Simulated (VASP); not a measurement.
Runs of VASP 6.6.1 on Mn. The structure is cubic, space group Pm-3m (No. 221). Conventional cell: a = 2.315 Å, b = 2.315 Å, c = 2.315 Å, α = 90.00°, β = 90.00°, γ = 90.00°. Around Mn (site symmetry m-3m) lie 6 Mn at 2.31 Å. This isn't the form of Mn at room conditions, which is a 58-atom cubic cell.

```tsv
task	cell	k mesh	cutoff (eV)	gap on the mesh (eV)	pressure (GPa)
single point	Pm-3m, 12.4 Å³/atom	22 × 22 × 22	520	none	0.3
single point	Pm-3m, 13.4 Å³/atom	15 × 15 × 15	520	none	-12.1
single point	Pm-3m, 11.41 Å³/atom	15 × 15 × 15	520	none	(a)
relaxation of cell and atoms	relaxed	13 × 13 × 13	600	none	-0.1
single point	Pm-3m, 12.4 Å³/atom	13 × 13 × 13	520	none	0.2
```

Alike in all rows: level BLYP; potentials or basis VASP PAW PBE potentials, release 64 (Mn_pv); no spin polarisation; smearing fermi-dirac 0.1 eV.

Q: Estimate the missing entries.

A: (a) 19.2.

Caveats: the run has no spin polarisation, though such a crystal can be magnetic; the PAW data sets were made with another functional, which shifts forces and pressure a little (some runs); so large a pressure means that the cell lies far from this level's equilibrium, or that cutoff or potentials fall short (some runs); the potentials were made for another functional, which shifts forces and pressure (some runs).

A gap of «none» marks a metal or a gap under the smearing width.
